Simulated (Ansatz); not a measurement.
**Cl (bcc type): how the settings move a single-point run**

How sensitive is a single-point run of Cl (bcc type) to its settings? A reference run comes first, then one run with altered input.

Method: reference: DFT, PBE, norm-conserving pseudopotentials, Ansatz's default files, scalar-relativistic, in Ansatz 0.2.0.

1 further run of the same task is left out (set aside as unsound or not needed).

## (1) The starting structure

Symmetry: Im-3m, No. 229, cubic system. The conventional cell has a = 3.509 Å, b = 3.509 Å, c = 3.509 Å, α = 90.00°, β = 90.00°, γ = 90.00°. Around Cl (site symmetry m-3m) lie 8 Cl at 3.04 Å.

Coordinates:

```cif
data_structure
_symmetry_space_group_name_H-M 'Im-3m'
_symmetry_Int_Tables_number 229
_cell_length_a 3.5089
_cell_length_b 3.5089
_cell_length_c 3.5089
_cell_angle_alpha 90.000
_cell_angle_beta 90.000
_cell_angle_gamma 90.000
_cell_volume 43.20
loop_
_atom_site_label
_atom_site_type_symbol
_atom_site_symmetry_multiplicity
_atom_site_Wyckoff_symbol
_atom_site_fract_x
_atom_site_fract_y
_atom_site_fract_z
_atom_site_occupancy
Cl1 Cl 2 a 0.00000 0.00000 0.00000 1
```

## (2) Reference

Input file input.yaml:

```yaml
crystal:
  lattice:
    - [-1.7544276415, 1.7544276415, 1.7544276415]
    - [1.7544276415, -1.7544276415, 1.7544276415]
    - [1.7544276415, 1.7544276415, -1.7544276415]
  atoms:
    - { symbol: Cl, position: [0.0, 0.0, 0.0] }
kpoints:
  mp_grid: { grid: [17, 17, 17] }
scf:
  occupations: { method: fermi_dirac, width: 0.1 }
hamiltonian:
  xc: pbe
  pseudopotentials: { kind: nc }
output:
  forces: true
  stress: true
  eigenvalues: true
```

The run is started by

```sh
$ ansatz run input.yaml --threads 1 --pin off --max-ram 2048MiB --backend cpu --events-out ev --progress --plain --runs-dir out
```

## (3) Variant: xc revpbe, xc_grid 3

Edit input.yaml of step 2 so:

```diff
@@ -12,3 +12,3 @@
 hamiltonian:
-  xc: pbe
+  xc: revpbe
   pseudopotentials: { kind: nc }
@@ -18 +18,3 @@
   eigenvalues: true
+basis:
+  xc_grid: 3
```

**Question.** What will these runs give? Wanted: for each run, ending; energy change; pressure; gap; force.

As calculated:

```csv
run,ending,energy change,pressure (GPa),gap (eV),force (eV/Å),cycles,time
reference,converged,-,0.0,0.00,0.00,5,3.4 s
"1: xc revpbe, xc_grid 3",converged,not comparable,2.0,0.00,0.00,5,3.9 s
```

Residual by cycle in the longest SCF loop of each run; runs are numbered as in the table. The quantity is the density residual dr2, in eV.

```csv
cycle,reference,run 1
1,0.00227,9.4e-4
2,3.9e-4,2.9e-4
3,1.0e-5,9.1e-8
4,2.4e-7,7.8e-9
5,4.2e-9,5.6e-10
```

Total energies don't compare across a change of functional; the pressure goes from 0.0 to 2.0 GPa. The numerical grids changed too.
